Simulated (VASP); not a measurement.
GaAs:

```
Ga As
1.0
     0.00000    2.87509    2.87509
     2.87509    0.00000    2.87509
     2.87509    2.87509    0.00000
Ga As
1 1
Direct
  0.00000 0.00000 0.00000
  0.75000 0.75000 0.75000
```

The cell is a database's computed one.

| Property | Result |
| --- | --- |
| Program | VASP 6.6.1 |
| Task | relaxation of cell and atoms |
| Functional | PBEsol |
| Potentials or basis | VASP PAW PBE potentials, release 64 (Ga_d, As) |
| Cutoff | 600 eV |
| k mesh | 4 × 4 × 4 |
| Occupations | gaussian, width 0.1 eV |
| Spin | no spin polarisation |

At the start: pressure -2.3 GPa; volume 23.77 Å³/atom.

Q: How do energy, volume and symmetry change on relaxing?

A: Over 5 steps the energy falls by 7.9 meV/atom and the volume is 22.79 Å³/atom (-4.1 %); space group F-43m (No. 216, to 0.05 Å).

Step by step:
| step | energy change (eV) | largest force (eV/Å) | pressure (GPa) | volume (Å³) |
| --- | --- | --- | --- | --- |
| 1 | 0.0000 | 0.0000 | -2.31 | 47.53 |
| 2 | -0.0152 | 0.0000 | 0.52 | 45.22 |
| 3 | -0.0158 | 0.0000 | 0.04 | 45.54 |
| 4 | -0.0158 | 0.0000 | -0.04 | 45.58 |
| 5 | -0.0158 | 0.0000 | -0.03 | 45.58 |

Final structure:
```
CELL_PARAMETERS angstrom
0.00000 2.83524 2.83524
2.83524 0.00000 2.83524
2.83524 2.83524 0.00000
ATOMIC_POSITIONS crystal
Ga 0.00000 0.00000 0.00000
As 0.75000 0.75000 0.75000
```

Caveat: the k mesh is coarse (spacing up to 0.47 Å⁻¹), so the values aren't converged; the PAW data sets were made with another functional, which shifts forces and pressure a little.
